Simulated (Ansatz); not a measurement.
**LiBr: stress in a strained cell**

LiBr is deformed so: xy engineering shear strain of -1.5 %. What stress and forces result, by LAPW, PAW and all-electron datasets made for the crystal?

The COD entry's cell or inner coordinates are ideal or old and differ from later refinements, so a difference from it is no clean test against experiment.

Program: Ansatz 0.2.0. Level of theory: DFT PBE, scalar-relativistic. These are calculated values, not measurements.

## Step 1: The system as given

The structure is cubic, space group Fm-3m (No. 225). Conventional cell: a = 5.489 Å, b = 5.489 Å, c = 5.489 Å, α = 90.00°, β = 90.00°, γ = 90.00°. Li (site symmetry m-3m) has 6 Br at 2.74 Å in its first shell of neighbours. Br (site symmetry m-3m) is surrounded by 6 Li at 2.74 Å.

As a file:

```
CELL_PARAMETERS angstrom
0.00000 2.74450 2.74450
2.74450 0.00000 2.74450
2.74450 2.74450 0.00000
ATOMIC_POSITIONS crystal
Li 0.00000 0.00000 0.00000
Br 0.50000 0.50000 0.50000
```

Atoms are numbered in the order of the input: Li1, Br2.

## Step 2: The deformed structure

Space group Fm-3m before, Immm after.

## Step 3: Full-potential LAPW

The input, input.yaml:

```yaml
crystal:
  lattice:
    - [-0.02058375, 2.7445, 2.7445]
    - [2.7445, -0.02058375, 2.7445]
    - [2.72391625, 2.72391625, 0.0]
  atoms:
    - { symbol: Li, position: [0.0, 0.0, 0.0] }
    - { symbol: Br, position: [0.5, 0.5, 0.5] }
kpoints:
  mp_grid: { grid: [8, 8, 8] }
scf:
  occupations: { method: fermi_dirac, width: 0.03 }
hamiltonian:
  xc: pbe
  pseudopotentials: { kind: all_electron, lapw: { basis_error: 0.001 } }
output:
  forces: true
  stress: true
  eigenvalues: true
```

On the command line:

```
$ ansatz run input.yaml --threads 1 --pin off --max-ram 2048MiB --backend cpu --events-out ev --progress --plain --runs-dir out
```

Output, cut to the lines that bear on the results:

```text
LAPW: plane waves up to 6.112 Å⁻¹, error target 1.0e-3 eV per atom; small_component_spin mean_spin; Li in spheres of 1.175 Å, 3 of its electrons in bands, Dirac shells []; Br in spheres of 1.570 Å, 25 of its electrons in bands, Dirac shells []
[...]
Pseudopotentials: kind: all_electron
Pseudopotential: Li, LAPW, valence charge 3, Koelling and Harmon's equation, gaussian nucleus
Pseudopotential: Br, LAPW, valence charge 25, Koelling and Harmon's equation, gaussian nucleus
Functional definition: PBE
[...]
Crystal: 2 atoms, lattice volume = 41.342 Å³
Basis set: ecut = 142.3496499448501 eV, 169 PW (Γ), exchange–correlation at level 2
Bands: 18, of which v1, the nominal top of the filled ones, is band 14 counted from 1 (13 counted from 0)
Symmetry: 8 space group operations
Space group: Immm (ITA 71), of the structure as read, at distance tolerance 3.5e-5 Å
k-points: 95 of 512
[...]
SCF iter   1: F=—  HF=-71132.952145 eV  |F-HF|=—  |Δ(HF+E_count)|=         —  Δρ=1.22e-2  dr2=9.90e-2  ethr=3.54e-4  ⟨swp⟩=2.7  Hψ=10869  notcnv=0
[...]
the basis was enlarged: its passes take 46.6 KiB over the memory plan, 1 of 1 planned eigensolver slots
[...]
SCF iter   6: F=-71132.930272 eV  HF=-71132.930272 eV  |F-HF|=1.03e-8  |Δ(HF+E_count)|=   2.56e-6  Δρ=2.28e-6  dr2=1.77e-9  ethr=2.87e-9  ⟨swp⟩=3.0  Hψ=5096  notcnv=0
[...]
SCF converged after 6 iterations
Free energy (F): -71132.930272 eV
[...]
E sigma→0 (E₀):  -71132.930272 eV
Fermi energy:    6.109093 eV
[...]
--- Forces (eV/Å), atoms counted from 1 ---
  atom   1  Li     0.00000000     0.00000000    -0.00000000
  atom   2  Br     0.00000000     0.00000000    -0.00000000
[...]
--- Stress (GPa, compression-positive) ---
        0.322800       0.294421      -0.000000
        0.294421       0.322800      -0.000000
       -0.000000      -0.000000       0.314358
  P = ⅓ Tr σ = 0.3200 GPa (3.200 kbar)
--- Band table (eV; the first three rows and the last of 95) ---
  k-point 0: bands = ["-226.5171", "-161.9345", "-161.9329", "-161.9313", "-55.2324", "-55.2316", "-55.2310", "-55.2290", "-55.2286", "-40.7949", "-9.8804", "3.5303", "3.5760", "3.6243", "8.5414", "13.9809", "14.0994", "14.2174"]
[...]
```

It took 8.2 s on 1 thread of Arm Neoverse V1, shared host; peak memory 0.28 GiB.

This run gives: pressure 0.32 GPa; gap on the k mesh 4.92 eV.

## Step 4: Frozen-core PAW

Changes to input.yaml since step 3:

```diff
@@ -14,3 +14,3 @@
   xc: pbe
-  pseudopotentials: { kind: all_electron, lapw: { basis_error: 0.001 } }
+  pseudopotentials: { kind: paw }
 output:
@@ -19 +19,6 @@
   eigenvalues: true
+  efg: { contact_densities: true }
+  write_density: true
+  write_potential: true
+  elf: true
+  volumetric_format: npy
```

On the command line:

```
$ ansatz run input.yaml --threads 1 --pin off --max-ram 2048MiB --backend cpu --events-out ev --progress --plain --runs-dir out
```

Output:

```text
Engine: ansatz 0.2.0
Pseudopotentials: kind: paw
Pseudopotential: Li, paw, valence charge 3, recommended cutoff 420 eV (normal)
Pseudopotential: Br, paw, valence charge 7, recommended cutoff 420 eV (normal)
Functional definition: PBE
  parameter kappa = 0.804
  parameter beta = 0.06672455060314922
  exchange = pbe_x(kappa = kappa, mu = beta*pi^2/3)
  correlation = pbe_c(beta = beta)
Crystal: 2 atoms, lattice volume = 41.342 Å³
Basis set: ecut = 420 eV, 845 PW (Γ), exchange–correlation on 54×54×54 points (8 copies of the dense FFT grid, shifted against one another)
Bands: 9, of which v1, the nominal top of the filled ones, is band 5 counted from 1 (4 counted from 0)
Symmetry: 8 space group operations
Space group: Immm (ITA 71), of the structure as read, at distance tolerance 3.5e-5 Å
k-points: 95 of 512
Non-local potential: Li, projectors of the file, l = 0: 3, l = 1: 2, l = 2: 1
Non-local potential: Br, projectors of the file, l = 0: 2, l = 1: 2, l = 2: 2
PAW form: soft (Blöchl's): semilocal exchange-correlation on the pseudo side does not see the compensation charge
PAW one-centre angular grid: Li, 110 points (default); XC on 64 Gauss nodes
PAW one-centre angular grid: Br, 110 points (default); XC on 64 Gauss nodes
Initial density: superposition of atomic densities (neutral atoms: chi_scale 0, normalization atom), corrected by the library's trained network
Initial wavefunctions: pseudopotential atomic-orbital guess
Functional: x = pbe(κ = 0.804, μ = 0.2195149727645171), c = pbe(β = 0.06672455060314922)
SCF iter   1: F=—  HF=-2990.958320 eV  |F-HF|=—  |Δ(HF+E_count)|=         —  Δρ=3.82e-4  dr2=9.86e-5  ethr=1.77e-3  ⟨swp⟩=7.3  Hψ=6462  notcnv=0
preconditioner: auto → none  [insulator: Δε(μ)=4.916 eV  Ē_g=12.954 eV  σ=0.030 eV  W_gap=1.00  n_scr=8 (ndim 8)  ℏωp=16.3 eV  f_vac=0.000  D(μ)=0.00/eV (n_scr^D=0)  ε∞_Penn≈2.6]
SCF iter   2: F=—  HF=-2990.958381 eV  |F-HF|=—  |Δ(HF+E_count)|=   6.09e-5  Δρ=1.51e-4  dr2=1.35e-5  ethr=9.86e-7  ⟨swp⟩=3.2  Hψ=2304  notcnv=0
SCF iter   3: F=—  HF=-2990.958376 eV  |F-HF|=—  |Δ(HF+E_count)|=   4.46e-6  Δρ=5.43e-5  dr2=1.20e-6  ethr=1.35e-7  ⟨swp⟩=2.0  Hψ=1239  notcnv=0
SCF iter   4: F=—  HF=-2990.958376 eV  |F-HF|=—  |Δ(HF+E_count)|=   1.08e-7  Δρ=3.91e-5  dr2=1.05e-6  ethr=1.20e-8  ⟨swp⟩=2.0  Hψ=1235  notcnv=0
SCF iter   5: F=—  HF=-2990.958376 eV  |F-HF|=—  |Δ(HF+E_count)|=   2.01e-7  Δρ=2.31e-5  dr2=3.53e-7  ethr=1.05e-8  ⟨swp⟩=1.0  Hψ=855  notcnv=0
SCF iter   6: F=-2990.958376 eV  HF=-2990.958376 eV  |F-HF|=2.83e-8  |Δ(HF+E_count)|=   9.96e-8  Δρ=8.08e-6  dr2=4.20e-8  ethr=1.00e-9  ⟨swp⟩=6.8  Hψ=4855  notcnv=0
SCF 1 converged in 6 iterations: F = -2990.958376 eV  dr2 = 4.20e-8
SCF converged after 6 iterations
Free energy (F): -2990.958376 eV
Harris-Foulkes:  -2990.958376 eV  (|F-HF|=2.83e-8)
Internal energy: -2990.958376 eV  (E = F + TS)
E sigma→0 (E₀):  -2990.958376 eV
Fermi energy:    4.632463 eV
--- Per-component energies (eV) ---
  E_band       = -101.661275
  E_kinetic    = 155.700971
  E_local      = -310.873071  (includes V_loc(G=0)·N_el)
  E_nonlocal   = 37.123896
  E_hartree    = 79.542698
  E_xc         = -275.976951
  E_vxc        = -118.358774  (∫ρ·V_xc dr)
  E_paw        = -2267.627219  (= ΣΔE_a)
  E_vpaw       = -24.341967  (= ΣTr[D̂ρ^β])
  E_aug_tail   = 0.000014  (compensation charges beyond the density's cutoff)
  E_ewald      = -408.848713
  E_smearing   = -0.000000  (= −TS)
  E_closure    = 0.000000  (closes the sum)
  Σ components = -2990.958376   (vs F -2990.958376, Δ=0.00e0)
--- Forces (eV/Å), atoms counted from 1 ---
  atom   1  Li     0.00000000     0.00000000    -0.00000000
  atom   2  Br     0.00000000     0.00000000    -0.00000000
  max |Σ_I F_I| component: 3.18e-30 eV/Å
--- Stress (GPa, compression-positive) ---
        0.322868       0.294451      -0.000000
        0.294451       0.322868      -0.000000
       -0.000000      -0.000000       0.313817
  P = ⅓ Tr σ = 0.3199 GPa (3.199 kbar)
--- PAW observables at the nuclei: V_zz in 10²¹ V/m², potentials from the cell's mean, atoms counted from 1 ---
  atom   1  Li V_zz =    +0.003798   η = 0.7271   by run symmetry: allowed
            electrostatic potential = -165.871933 V   contact ρ = 94.272434 e/Å³
  atom   2  Br V_zz =    -0.623503   η = 0.9721   by run symmetry: allowed
            electrostatic potential = -4905.437444 V   contact ρ = 293236.371651 e/Å³
--- Band table (eV; the first three rows and the last of 95) ---
  k-point 0: bands = ["-42.2781", "-11.3556", "2.0530", "2.0987", "2.1470", "7.0655", "12.5010", "12.6195", "12.7375"]
  k-point 1: bands = ["-42.2779", "-11.2899", "1.5355", "2.0110", "2.0688", "7.5927", "11.9235", "12.3598", "12.4637"]
  k-point 2: bands = ["-42.2775", "-11.1235", "0.4272", "1.9160", "1.9627", "8.0751", "11.2354", "11.3082", "11.9034"]
  k-point 94: bands = ["-42.2767", "-10.6828", "-0.8088", "0.8835", "1.0190", "8.3431", "9.2137", "13.7777", "14.5609"]
```

Wall time 4.2 s (1 thread of Arm Neoverse V1, shared host); peak memory 0.34 GiB.

Read from it: pressure 0.32 GPa; gap on the k mesh 4.92 eV; Vzz Li1 0 (by symmetry or below 0.004), Br2 -0.62 (η = 0.97) (10²¹ V/m²).

The fields are shown in the conventional cell of this run's space group, carried over from its grid by interpolation.

Density in a lattice plane of the grid's cell (edges 3.85 and 5.49 Å, at 0.000 of the third edge), which holds Li and Br.

Ten even steps from ' ' (0.02 e/Å³) to '@' (9.43 e/Å³):
```
++--                          --
                                
                                
                                
                                
                                
..                              
......                      ....
    ....                  ....  
    ....                  ....  
    ....                  ....  
......                      ....
..                              
                                
                                
                                
                                
                                
++--                          --
@@**..                      ..**
```
Columns run along the first of these edges and rows up along the second, over one cell in 16 and 20 even steps from the bottom left corner. Atoms in the plane (fractional): Li at (0.00, 0.00), Br at (0.00, 0.50).

ELF in the same plane.

Ten even steps from ' ' (0.01) to '@' (1.00):
```
@@%%==                      ==%%
==::                          ::
                                
--::::..                  ..::::
####**==::              ::==**##
%%%%%%##++--..      ..--++##%%%%
%%%%%%%%##++::      ::++##%%%%%%
++**%%%%%%**==..  ..==**%%%%%%**
  ..++%%%%##==..  ..==##%%%%++..
    --%%%%##++..  ..++##%%%%--  
  ..++%%%%##==..  ..==##%%%%++..
++**%%%%%%**==..  ..==**%%%%%%**
%%%%%%%%##++::      ::++##%%%%%%
%%%%%%##++--..      ..--++##%%%%
####**==::              ::==**##
--::::..                  ..::::
                                
==::                          ::
@@%%==                      ==%%
@@@@**                      **@@
```
Columns run along the first of these edges and rows up along the second, over one cell in 16 and 20 even steps from the bottom left corner. Atoms in the plane (fractional): Li at (0.00, 0.00), Br at (0.00, 0.50).

Both are smooth fields of the valence electrons: close to the nuclei they are not physical.

Outside the cores ELF peaks at 0.89 in the shell around Br, 0.8 Å from Br.

## Step 5: All-electron PAW on datasets made for the crystal

Changes to input.yaml since step 4:

```diff
@@ -14,3 +14,3 @@
   xc: pbe
-  pseudopotentials: { kind: paw }
+  pseudopotentials: { kind: all_electron, datasets: crystal }
 output:
@@ -20,5 +20 @@
   efg: { contact_densities: true }
-  write_density: true
-  write_potential: true
-  elf: true
-  volumetric_format: npy
```

On the command line:

```
$ ansatz run input.yaml --threads 1 --pin off --max-ram 2048MiB --backend cpu --events-out ev --progress --plain --runs-dir out
```

Output, cut to the lines that bear on the results:

```text
[...]
Pseudopotentials: kind: all_electron
Pseudopotential: Li, paw, valence charge 3, recommended cutoff 180 eV (normal), Koelling and Harmon's equation, gaussian nucleus
Pseudopotential: Br, paw, valence charge 7, recommended cutoff 180 eV (normal), Koelling and Harmon's equation, gaussian nucleus
Functional definition: PBE
[...]
Crystal: 2 atoms, lattice volume = 41.342 Å³
Basis set: ecut = 180 eV, 247 PW (Γ), exchange–correlation on 36×36×36 points (8 copies of the dense FFT grid, shifted against one another)
Bands: 8, of which v1, the nominal top of the filled ones, is band 4 counted from 1 (3 counted from 0)
Symmetry: 8 space group operations
Space group: Immm (ITA 71), of the structure as read, at distance tolerance 3.5e-5 Å
k-points: 95 of 512
[...]
--- Forces (eV/Å), atoms counted from 1 ---
  atom   1  Li     0.00000000     0.00000000    -0.00000000
  atom   2  Br     0.00000000     0.00000000     0.00000000
[...]
--- Stress (GPa, compression-positive) ---
        0.317779       0.294473      -0.000000
        0.294473       0.317779      -0.000000
       -0.000000      -0.000000       0.308672
  P = ⅓ Tr σ = 0.3147 GPa (3.147 kbar)
  It holds what live shells' own plane waves past their cutoff add
--- PAW observables at the nuclei: V_zz in 10²¹ V/m², potentials from the cell's mean, atoms counted from 1 ---
  atom   1  Li V_zz =    +0.002924   η = 0.9607   by run symmetry: allowed
            electrostatic potential = -165.884727 V   contact ρ = 94.276575 e/Å³
  atom   2  Br V_zz =    -0.620587   η = 0.9721   by run symmetry: allowed
            electrostatic potential = -4905.264948 V   contact ρ = 293310.593035 e/Å³
--- Band table (eV; the first three rows and the last of 95) ---
  k-point 0: bands = ["-9.8803", "3.5304", "3.5761", "3.6244", "8.5414", "13.9809"]
[...]
```

Wall time 4.7 s (1 thread of Arm Neoverse V1, shared host); peak memory 0.37 GiB.

Read from it: pressure 0.31 GPa; gap on the k mesh 4.92 eV; Vzz Li1 0 (by symmetry or below 0.004), Br2 -0.62 (η = 0.97) (10²¹ V/m²).

## Step 6: Stress and forces compared

Stress (GPa, compression positive):

| method | xx | yy | zz | yz | xz | xy |
| --- | --- | --- | --- | --- | --- | --- |
| LAPW | 0.32 | 0.32 | 0.31 | 0.00 | 0.00 | 0.29 |
| PAW | 0.32 | 0.32 | 0.31 | 0.00 | 0.00 | 0.29 |
| crystal datasets | 0.32 | 0.32 | 0.31 | 0.00 | 0.00 | 0.29 |

```
          method  pressure (GPa)  gap on the k mesh (eV)  Vzz Br2 (10²¹ V/m²)  SCF cycles, by the record's count   time
            LAPW            0.32                    4.92                    –                                  6  8.2 s
             PAW            0.32                    4.92                -0.62                                  6  4.2 s
crystal datasets            0.31                    4.92                -0.62                                  6  4.7 s
```

## Step 7: Summary of results

```
                                 quantity                                           value
                                 pressure  LAPW 0.32, PAW 0.32, crystal datasets 0.31 GPa
largest shear or deviatoric stress (LAPW)                                        0.29 GPa
```

What this shows: The largest part of the stress beyond the pressure is 0.29 GPa in size, in the xy component; the atoms are carried along and not relaxed. No run of the undeformed cell stands beside it, so pressure and stress hold what the given cell had before the change, as far as its symmetry allows. PAW: stress within 0.01 GPa of LAPW. Crystal datasets: stress within 0.01 GPa of LAPW.
